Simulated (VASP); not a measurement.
# CaO in VASP 6.6.1, single-point calculation

INCAR

```
LREAL = .FALSE.
MAGMOM = 1 -1
NELM = 69
PREC = Accurate
IBRION = -1
LWAVE = .FALSE.
SIGMA = 0.02
ISPIN = 2
LCHARG = .FALSE.
NSW = 0
ISMEAR = -1
MAXMIX = 10
LASPH = .TRUE.
NBANDS = 15
GGA = PE
ISIF = 2
ENCUT = 300
EDIFF = 1E-7
```

KPOINTS

```
KPOINTS created by Atomic Simulation Environment
0
Gamma
10 10 10
0 0 0
```

POSCAR

```
Ca O
 1.0000000000000000
     0.0000000000000000    2.3495991112999999    2.3495991112999999
     2.3495991112999999    0.0000000000000000    2.3495991112999999
     2.3495991112999999    2.3495991112999999    0.0000000000000000
 Ca  O
   1   1
Cartesian
  0.0000000000000000  0.0000000000000000  0.0000000000000000
  2.3495991112999999  2.3495991112999999  2.3495991112999999
```

The recommended PBE PAW datasets give the neutral cell 16 valence electrons.

Command

```
mpirun -np 1 vasp_std
```

Problem. How does this run end, and what does it give?

Solution. It converged. Results: pressure -16.9 GPa; magnetic moment of the cell 0.00 μB.

OSZICAR

```
N       E                     dE             d eps       ncg     rms          rms(c)
DAV:   1     0.871410608788E+02    0.87141E+02   -0.59856E+03  2858   0.731E+02
DAV:   2    -0.108686997949E+02   -0.98010E+02   -0.92521E+02  3625   0.231E+02
DAV:   3    -0.137279635866E+02   -0.28593E+01   -0.28497E+01  3275   0.414E+01
DAV:   4    -0.137773573862E+02   -0.49394E-01   -0.49362E-01  3724   0.532E+00
DAV:   5    -0.137786144237E+02   -0.12570E-02   -0.12570E-02  3247   0.693E-01    0.102E+01
DAV:   6    -0.129169203113E+02    0.86169E+00   -0.31686E+00  3207   0.173E+01    0.364E+00
DAV:   7    -0.128962503035E+02    0.20670E-01   -0.23556E-01  3383   0.436E+00    0.193E+00
DAV:   8    -0.128790949222E+02    0.17155E-01   -0.58729E-02  3817   0.241E+00    0.654E-01
DAV:   9    -0.128865638934E+02   -0.74690E-02   -0.77760E-03  3254   0.838E-01    0.151E-01
DAV:  10    -0.128868312606E+02   -0.26737E-03   -0.47060E-04  3585   0.163E-01    0.734E-02
DAV:  11    -0.128871178600E+02   -0.28660E-03   -0.13515E-04  3367   0.926E-02    0.374E-02
DAV:  12    -0.128871833616E+02   -0.65502E-04   -0.61682E-05  3401   0.641E-02    0.588E-03
DAV:  13    -0.128871846158E+02   -0.12542E-05   -0.16249E-06  3296   0.116E-02    0.223E-03
DAV:  14    -0.128871851550E+02   -0.53921E-06   -0.36380E-07  3613   0.438E-03    0.102E-03
DAV:  15    -0.128871852735E+02   -0.11852E-06   -0.50967E-08  2580   0.214E-03    0.407E-04
DAV:  16    -0.128871852699E+02    0.36184E-08   -0.21722E-08  1725   0.101E-03
   1 F= -.12887185E+02 E0= -.12887185E+02  d E =-.547457E-11  mag=    -0.0000
```

These settings aren't sound, so the numbers aren't properties of the crystal.

On sound settings PBE gives a gap of 3.60 eV on its mesh and a pressure of 11.3 GPa for the intended cell.
